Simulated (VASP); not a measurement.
Here is a VASP 6.6.1 calculation.

Contents of POSCAR:

```
P                                       
1.0
    1.6884479052      0.9748258555      2.9922900976
   -1.6884479052      0.9748258555      2.9922900976
   -0.0000000000     -1.9496517001      2.9922900972
  P             
     2
Direct
     0.2288219895603087    0.2288219895603087    0.2288219895604884
     0.7711780104396914    0.7711780104396914    0.7711780104395115
```

Contents of INCAR.step1:

```
SYSTEM = P
PREC = Accurate
ENCUT = 520
EDIFF = 1E-5
ISMEAR = 0
SIGMA = 0.02
LREAL = .False.
LASPH = .True.
NELM = 80
ALGO = Normal
LWAVE = .True.
LCHARG = .False.
PSTRESS = 60.0
KPAR = 4
GGA = PE
```

The input INCAR.step2:

```
SYSTEM = P
PREC = Accurate
ENCUT = 520
EDIFF = 1E-7
ISMEAR = 0
SIGMA = 0.02
LREAL = .False.
LASPH = .True.
NELM = 80
ALGO = Normal
ISIF = 3
LWAVE = .False.
LCHARG = .False.
GGA = PE
LHFCALC = .True.
HFSCREEN = 0.2
PRECFOCK = Fast
IBRION = 2
NSW = 80
EDIFFG = -0.01
PSTRESS = 60.0
KPAR = 4
ISTART = 1
```

File KPOINTS:

```
regular mesh
0
Gamma
  6 6 6
  0 0 0
```

Potentials or basis: VASP PAW PBE potentials, release 64 (P).

Run with:

```bash
$ cat potpaw_PBE.64/P/POTCAR > POTCAR
$ cp INCAR.step1 INCAR
$ mpirun -np 4 vasp_std > vasp.out
$ cp INCAR.step2 INCAR
$ mpirun -np 4 vasp_std > vasp.out
```

Q: Predict the band gap on the k mesh.

A: None (metal or under the smearing width).

Final structure:
```cif
data_structure
_symmetry_space_group_name_H-M 'P 1'
_symmetry_Int_Tables_number 1
_cell_length_a 3.5714
_cell_length_b 3.5714
_cell_length_c 3.5714
_cell_angle_alpha 56.428
_cell_angle_beta 56.428
_cell_angle_gamma 56.428
_cell_volume 29.55
loop_
_atom_site_label
_atom_site_type_symbol
_atom_site_fract_x
_atom_site_fract_y
_atom_site_fract_z
_atom_site_occupancy
P1 P 0.22882 0.22882 0.22882 1
P2 P 0.77118 0.77118 0.77118 1
```

Caveat: the k mesh is coarse (spacing up to 0.38 Å⁻¹), so the values aren't converged, least of all with exact exchange; the relaxation stopped at its first step, so nothing moved.
